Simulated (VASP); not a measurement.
# NbP in VASP: a series of runs

The runs below take NbP through single point, with PBE.

All numbers are computed with VASP 6.6.1; they aren't measurements. Logs are shortened: lines on timing, memory, paths and dates and some standing lists are left out, and cuts for length are marked.

## 1. The slab as given

The cell holds a slab with vacuum, 6 atoms: a = 3.325 Å, b = 3.325 Å, c = 17.690 Å, α = 90.00°, β = 90.00°, γ = 90.00°.

## 2. Single point, PBE

Contents of INCAR:

```
SYSTEM = NbP
ALGO = Normal ; DIPOL = 0.5 0.5 0.500
EDIFF = 1E-7 ; ENCUT = 400
GGA = PE ; IDIPOL = 3
ISIF = 2 ; ISMEAR = 1
LASPH = .TRUE. ; LCHARG = .FALSE.
LDIPOL = .TRUE. ; LREAL = .FALSE.
LVACPOTAV = .TRUE. ; LVHAR = .TRUE.
LWAVE = .FALSE. ; NBANDS = 41
NELM = 120 ; PREC = Accurate
SIGMA = 0.2
```

Contents of KPOINTS:

```
k-points
0
G
  12 12 1
  0 0 0
```

Contents of POSCAR:

```
NbP
1.0
    3.3250000000      0.0000000000      0.0000000000
    0.0000000000      3.3250000000      0.0000000000
    0.0000000000      0.0000000000     17.6900000000
Nb P
3 3
Direct
    0.5000000000      0.5000000000      0.3391746750
    0.0000000000      0.5000000000      0.5000000000
    0.0000000000      0.0000000000      0.6608253250
    0.0000000000      0.0000000000      0.3391746750
    0.5000000000      0.0000000000      0.5000000000
    0.5000000000      0.5000000000      0.6608253250
```

Potentials or basis: VASP PAW PBE potentials, release 64 (Nb_sv, P).

Launch:

```console
cat potpaw_PBE.64/Nb_sv/POTCAR potpaw_PBE.64/P/POTCAR > POTCAR
mpirun -np 1 vasp_std > vasp.out
```

OUTCAR:

```text
SYSTEM = NbP
   EDIFF = 1E-7
   ENCUT = 400
   GGA = PE
   ISIF = 2
   ISMEAR = 1
   LASPH = .TRUE.
   LREAL = .FALSE.
   NELM = 120
   PREC = Accurate

 Found     28 irreducible k-points:

 Following reciprocal coordinates:
            Coordinates               Weight
  0.000000  0.000000  0.000000      1.000000
  0.083333  0.000000  0.000000      4.000000
  0.166667  0.000000  0.000000      4.000000
  0.250000  0.000000  0.000000      4.000000
  0.333333  0.000000  0.000000      4.000000
  0.416667  0.000000  0.000000      4.000000
   k-points           NKPTS =     28   k-points in BZ     NKDIM =     28   number of bands    NBANDS=     41
   number of dos      NEDOS =    301   number of ions     NIONS =      6
   total plane-waves  NPLWV =  69120
   dimension x,y,z NGX =    24 NGY =   24 NGZ =  120
   dimension x,y,z NGXF=    48 NGYF=   48 NGZF=  240
   ions per type =               3   3
   NGX,Y,Z   is equivalent  to a cutoff of  12.00, 12.00, 11.28 a.u.
   NGXF,Y,Z  is equivalent  to a cutoff of  24.00, 24.00, 22.55 a.u.
 SYSTEM =  NbP
   PREC   = accura    normal or accurate (medium, high low for compatibility)
   ISTART =      0    job   : 0-new  1-cont  2-samecut
   ICHARG =      2    charge: 1-file 2-atom 10-const
   ISPIN  =      1    spin polarized calculation?
   LNONCOLLINEAR =      F non collinear calculations
   LSORBIT =      F    spin-orbit coupling
   LASPH  =      T    aspherical Exc in radial PAW
   ENCUT  =  400.0 eV  29.40 Ry    5.42 a.u.   5.42  5.42 28.85*2*pi/ulx,y,z
   NELM   =    120;   NELMIN=  2; NELMDL= -5     # of ELM steps
   EDIFF  = 0.1E-06   stopping-criterion for ELM
   LREAL  =      F    real-space projection
   EDIFFG = 0.1E-05   stopping-criterion for IOM
   NSW    =      0    number of steps for IOM
   IBRION =     -1    ionic relax: 0-MD 1-quasi-New 2-CG
   NFREE  =      0    steps in history (QN), initial steepest desc. (CG)
   ISIF   =      2    stress and relaxation
   ISYM   =      2    0-nonsym 1-usesym 2-fastsym
   POTIM  = 0.5000    time-step for ionic-motion
   TEBEG  =    0.0;   TEEND  =   0.0 temperature during run
   PSTRESS=    0.0 pullay stress
   NELECT =      54.0000    total number of electrons
   NUPDOWN=      -1.0000    fix difference up-down
   EMIN   =  10.00;   EMAX   =-10.00  energy-range for DOS
   EFERMI =   0.00;   METHOD = LEGACY
   ISMEAR =     1;   SIGMA  =   0.20  broadening in eV -4-tet -1-fermi 0-gaus
   EFERMI_NEDOS =   21; number of points for ismear=-14 and -15
   IALGO  =     38    algorithm
   IMIX   =      4    mixing-type and parameters
     AMIX     =   0.40;   BMIX     =  1.00
     AMIX_MAG =   1.60;   BMIX_MAG =  1.00
  volume/ion in A,a.u.               =      32.60       219.97
  Fermi-wavevector in a.u.,A,eV,Ry     =   1.066029  2.014503 15.461905  1.136418
  Thomas-Fermi vector in A             =   2.201600
   LORBIT       =      0    0 simple, 1 ext, 2 COOP (PROOUT), +10 PAW based schemes
   GGA     = PE    functional components
   LHFCALC =     F    Hartree Fock is set to
   AEXX    =    0.0000 exact exchange contribution
   IVDW    =     0    specifies the selected vdW correction
   LEPSILON=     F    determine dielectric tensor
   LRPA    =     F    only Hartree local field effects (RPA)
 non-spin polarized calculation
 Methfessel and Paxton  Order N= 1 SIGMA  =   0.20
  energy-cutoff  :      400.00
  volume of cell :      195.57
 maximum number of plane-waves:      3593
 NGX is ok and might be reduce to    24
   NGX = 11   NGY = 11   NGZ = 57

 number of electron      54.0000006 magnetization

 dipolmoment           0.000000      0.000000      0.000000 electrons x Angstroem

 Free energy of the ion-electron system (eV)
  ---------------------------------------------------
  ext. energy  EPLUGINS =         0.00000000
  ---------------------------------------------------
  free energy    TOTEN  =       -46.78098994 eV

  energy without entropy =      -46.78742068  energy(sigma->0) =      -46.78313352

 E-fermi :   3.5354     XC(G=0):  -6.7352

 val. band max:        3.5211650208   @ k =   0.5000   0.5000   0.0000
 cond. band min:       3.5684397107   @ k =   0.0833   0.0833   0.0000
 fundamental gap:      0.0472746899
 Fermi energy:         3.5353861274

 k-point     1 :       0.0000    0.0000    0.0000
  band No.  band energies     occupation
      1     -51.6784      2.00000
      2     -51.6759      2.00000
      3     -51.6036      2.00000
      4     -27.8365      2.00000
      5     -27.8365      2.00000
      6     -27.8207      2.00000
[... 31 lines left out ...]
     38       5.3835     -0.00000
     39       6.3822     -0.00000

 k-point     2 :       0.0833    0.0000    0.0000
  band No.  band energies     occupation
      1     -51.6769      2.00000
      2     -51.6744      2.00000
      3     -51.6022      2.00000
      4     -27.8599      2.00000
      5     -27.8443      2.00000
      6     -27.8338      2.00000
[... 31 lines left out ...]
     38       5.6016     -0.00000
     39       6.5418     -0.00000

 k-point     3 :       0.1667    0.0000    0.0000
  band No.  band energies     occupation
      1     -51.6726      2.00000
      2     -51.6704      2.00000
      3     -51.5984      2.00000
      4     -27.9234      2.00000
      5     -27.9071      2.00000
      6     -27.8565      2.00000
[... 31 lines left out ...]
     38       6.5608     -0.00000
     39       6.8571     -0.00000

 k-point     4 :       0.2500    0.0000    0.0000
  band No.  band energies     occupation
      1     -51.6667      2.00000
      2     -51.6648      2.00000
      3     -51.5932      2.00000
      4     -28.0084      2.00000
      5     -27.9911      2.00000
      6     -27.9428      2.00000
[... 31 lines left out ...]
     38       7.6644      0.00000
     39       8.0041      0.00000

 k-point     5 :       0.3333    0.0000    0.0000
  band No.  band energies     occupation
      1     -51.6609      2.00000
      2     -51.6593      2.00000
      3     -51.5879      2.00000
      4     -28.0918      2.00000
      5     -28.0733      2.00000
      6     -28.0274      2.00000
[... 31 lines left out ...]
     38       8.4941      0.00000
     39       9.1142      0.00000

 k-point     6 :       0.4167    0.0000    0.0000
  band No.  band energies     occupation
      1     -51.6566      2.00000
      2     -51.6552      2.00000
      3     -51.5841      2.00000
      4     -28.1520      2.00000
      5     -28.1327      2.00000
      6     -28.0884      2.00000
[... 31 lines left out ...]
     38       8.3277      0.00000
     39       9.0855      0.00000

 [... further k-points ...]

 [bands above 39 left out]

------------------------ aborting loop because EDIFF is reached ----------------------------------------

  FORCE on cell =-STRESS in cart. coord.  units (eV):
  Direction    XX          YY          ZZ          XY          YZ          ZX
  --------------------------------------------------------------------------------------
  -------------------------------------------------------------------------------------
  Total       18.0701275     18.0701275     -5.8805050      0.0000000      0.0000000      0.0000000
  in kB      148.0337246    148.0337246    -48.1741515      0.0000000      0.0000000      0.0000000
  external PRESSURE =      82.6310992 kB  Pullay stress =       0.0000000 kB

 VOLUME and BASIS-vectors are now :
 -----------------------------------------------------------------------------
  energy-cutoff  :      400.00
  volume of cell :      195.57
      direct lattice vectors                 reciprocal lattice vectors
     3.325000000  0.000000000  0.000000000     0.300751880  0.000000000  0.000000000
     0.000000000  3.325000000  0.000000000     0.000000000  0.300751880  0.000000000
     0.000000000  0.000000000 17.690000000     0.000000000  0.000000000  0.056529112

 POSITION                                       TOTAL-FORCE (eV/Angst)
 -----------------------------------------------------------------------------------
      1.66250      1.66250      6.00000         0.000000      0.000000      0.999428
      0.00000      1.66250      8.84500         0.000000      0.000000      0.000000
      0.00000      0.00000     11.69000         0.000000      0.000000     -0.999428
      0.00000      0.00000      6.00000         0.000000      0.000000     -0.009335
      1.66250      0.00000      8.84500         0.000000      0.000000      0.000000
      1.66250      1.66250     11.69000         0.000000      0.000000      0.009335
 -----------------------------------------------------------------------------------
    total drift:                                0.000000     -0.000000      0.000000

  FREE ENERGIE OF THE ION-ELECTRON SYSTEM (eV)
  ---------------------------------------------------
  free  energy   TOTEN  =       -46.7809899434 eV

  energy  without entropy=      -46.7874206760  energy(sigma->0) =      -46.78313352

 vacuum level on the upper side and lower side of the slab         7.431         7.431
```

Run time: 3 min. Hardware: 1 thread of Intel Xeon Platinum 8488C (Sapphire Rapids), shared host; peak memory 0.3 GiB.

These settings aren't checked as converged: the numbers below hold their error.

Results:

```
Free energy                     : -46.7810 eV
Largest force                   : 0.999 eV/Å
Band gap on the k mesh          : none (metal or under the smearing width)
Work function of the upper face : 3.90 eV
Work function of the lower face : 3.90 eV
```

## 3. Single point, PBE

This run uses another cell than the first one, of 25.23 Å³/atom, 0.774 times its volume.

INCAR: that of step 2 with these lines changed.

```diff
@@ -10,2 +10,2 @@
 NELM = 120 ; PREC = Accurate
-SIGMA = 0.2
+SIGMA = 0.1
```

Contents of KPOINTS:

```
k-points
0
G
  15 15 1
  0 0 0
```

Contents of POSCAR:

```
NbP
1.0
    3.3250000000      0.0000000000      0.0000000000
    0.0000000000      3.3250000000      0.0000000000
    0.0000000000      0.0000000000     13.6900000000
Nb P
3 3
Direct
    0.5000000000      0.5000000000      0.2921840760
    0.0000000000      0.5000000000      0.5000000000
    0.0000000000      0.0000000000      0.7078159240
    0.0000000000      0.0000000000      0.2921840760
    0.5000000000      0.0000000000      0.5000000000
    0.5000000000      0.5000000000      0.7078159240
```

Potentials or basis: VASP PAW PBE potentials, release 64 (Nb_sv, P).

Launch:

```console
cat potpaw_PBE.64/Nb_sv/POTCAR potpaw_PBE.64/P/POTCAR > POTCAR
mpirun -np 1 vasp_std > vasp.out
```

Wall time 2.3 min (1 thread of Intel Xeon Platinum 8488C (Sapphire Rapids), shared host); peak memory 0.28 GiB.

The run converged, but some of its settings lie outside the range that counts as converged, so its numbers aren't taken as properties of the slab.

What came out:

| Quantity | Value |
| --- | --- |
| Free energy | -46.7820 eV |
| Largest force | 0.971 eV/Å |
| Band gap on the k mesh | none (metal or under the smearing width) |

## 4. Single point, PBE

This run uses another cell than the first one, of 28.91 Å³/atom, 0.887 times its volume.

INCAR is that of step 3.

KPOINTS is that of step 3.

Contents of POSCAR:

```
NbP
1.0
    3.3250000000      0.0000000000      0.0000000000
    0.0000000000      3.3250000000      0.0000000000
    0.0000000000      0.0000000000     15.6900000000
Nb P
3 3
Direct
    0.5000000000      0.5000000000      0.3186743149
    0.0000000000      0.5000000000      0.5000000000
    0.0000000000      0.0000000000      0.6813256851
    0.0000000000      0.0000000000      0.3186743149
    0.5000000000      0.0000000000      0.5000000000
    0.5000000000      0.5000000000      0.6813256851
```

Potentials or basis: VASP PAW PBE potentials, release 64 (Nb_sv, P).

Launch:

```console
cat potpaw_PBE.64/Nb_sv/POTCAR potpaw_PBE.64/P/POTCAR > POTCAR
mpirun -np 1 vasp_std > vasp.out
```

OUTCAR:

```text
SYSTEM = NbP
   EDIFF = 1E-7
   ENCUT = 400
   GGA = PE
   ISIF = 2
   ISMEAR = 1
   LASPH = .TRUE.
   LREAL = .FALSE.
   NELM = 120
   PREC = Accurate

 Found     36 irreducible k-points:

 Following reciprocal coordinates:
            Coordinates               Weight
  0.000000  0.000000  0.000000      1.000000
  0.066667  0.000000  0.000000      4.000000
  0.133333  0.000000  0.000000      4.000000
  0.200000  0.000000  0.000000      4.000000
  0.266667  0.000000  0.000000      4.000000
  0.333333  0.000000  0.000000      4.000000
   k-points           NKPTS =     36   k-points in BZ     NKDIM =     36   number of bands    NBANDS=     41
   number of dos      NEDOS =    301   number of ions     NIONS =      6
   total plane-waves  NPLWV =  62208
   dimension x,y,z NGX =    24 NGY =   24 NGZ =  108
   dimension x,y,z NGXF=    48 NGYF=   48 NGZF=  216
   ions per type =               3   3
   NGX,Y,Z   is equivalent  to a cutoff of  12.00, 12.00, 11.44 a.u.
   NGXF,Y,Z  is equivalent  to a cutoff of  24.00, 24.00, 22.89 a.u.
 SYSTEM =  NbP
   PREC   = accura    normal or accurate (medium, high low for compatibility)
   ISTART =      0    job   : 0-new  1-cont  2-samecut
   ICHARG =      2    charge: 1-file 2-atom 10-const
   ISPIN  =      1    spin polarized calculation?
[... 64 lines left out ...]
 k-point     1 :       0.0000    0.0000    0.0000
  band No.  band energies     occupation
      1     -50.7394      2.00000
      2     -50.7370      2.00000
      3     -50.6601      2.00000
      4     -26.8989      2.00000
      5     -26.8989      2.00000
      6     -26.8740      2.00000
[... 241 lines left out ...]
     38       9.6588      0.00000
     39      10.1328      0.00000

 [... further k-points ...]

 [bands above 39 left out]

------------------------ aborting loop because EDIFF is reached ----------------------------------------

  FORCE on cell =-STRESS in cart. coord.  units (eV):
  Direction    XX          YY          ZZ          XY          YZ          ZX
  --------------------------------------------------------------------------------------
  -------------------------------------------------------------------------------------
  Total       18.0690749     18.0690749     -5.6843458      0.0000000      0.0000000      0.0000000
  in kB      166.8938209    166.8938209    -52.5030863      0.0000000      0.0000000      0.0000000
  external PRESSURE =      93.7615185 kB  Pullay stress =       0.0000000 kB

 VOLUME and BASIS-vectors are now :
 -----------------------------------------------------------------------------
  energy-cutoff  :      400.00
  volume of cell :      173.46
      direct lattice vectors                 reciprocal lattice vectors
     3.325000000  0.000000000  0.000000000     0.300751880  0.000000000  0.000000000
     0.000000000  3.325000000  0.000000000     0.000000000  0.300751880  0.000000000
     0.000000000  0.000000000 15.690000000     0.000000000  0.000000000  0.063734863

 POSITION                                       TOTAL-FORCE (eV/Angst)
 -----------------------------------------------------------------------------------
      1.66250      1.66250      5.00000         0.000000      0.000000      0.975809
      0.00000      1.66250      7.84500         0.000000      0.000000     -0.000000
      0.00000      0.00000     10.69000         0.000000      0.000000     -0.975809
      0.00000      0.00000      5.00000         0.000000      0.000000     -0.019905
      1.66250      0.00000      7.84500         0.000000      0.000000     -0.000000
      1.66250      1.66250     10.69000         0.000000      0.000000      0.019905
 -----------------------------------------------------------------------------------
    total drift:                                0.000000     -0.000000      0.000000

  FREE ENERGIE OF THE ION-ELECTRON SYSTEM (eV)
  ---------------------------------------------------
  free  energy   TOTEN  =       -46.7832019231 eV

  energy  without entropy=      -46.7824311351  energy(sigma->0) =      -46.78294499
```

OSZICAR:

```text
N       E                     dE             d eps       ncg     rms          rms(c)
DAV:   1     0.436548784586E+03    0.43655E+03   -0.25192E+04  3416   0.101E+03
DAV:   2    -0.105336825700E+02   -0.44708E+03   -0.43203E+03  3851   0.383E+02
DAV:   3    -0.470920127144E+02   -0.36558E+02   -0.35849E+02  4688   0.818E+01
[... 11 lines left out ...]
DAV:  15    -0.467829621609E+02   -0.67410E-03   -0.19111E-04  3465   0.519E-02    0.152E-02
DAV:  16    -0.467831715038E+02   -0.20934E-03   -0.52817E-05  3841   0.252E-02    0.542E-03
DAV:  17    -0.467831995921E+02   -0.28088E-04   -0.13797E-05  3372   0.128E-02    0.302E-03
DAV:  18    -0.467832018500E+02   -0.22580E-05   -0.27418E-06  3515   0.409E-03    0.159E-03
DAV:  19    -0.467832019231E+02   -0.73018E-07   -0.15491E-07  2724   0.170E-03
   1 F= -.46783202E+02 E0= -.46782945E+02  d E =-.770788E-03
```

It took 2.5 min on 1 thread of Intel Xeon Platinum 8488C (Sapphire Rapids), shared host; peak memory 0.3 GiB.

These settings aren't checked as converged: the numbers below hold their error.

What came out:

- Free energy: -46.7832 eV
- Largest force: 0.976 eV/Å
- Band gap on the k mesh: none (metal or under the smearing width)
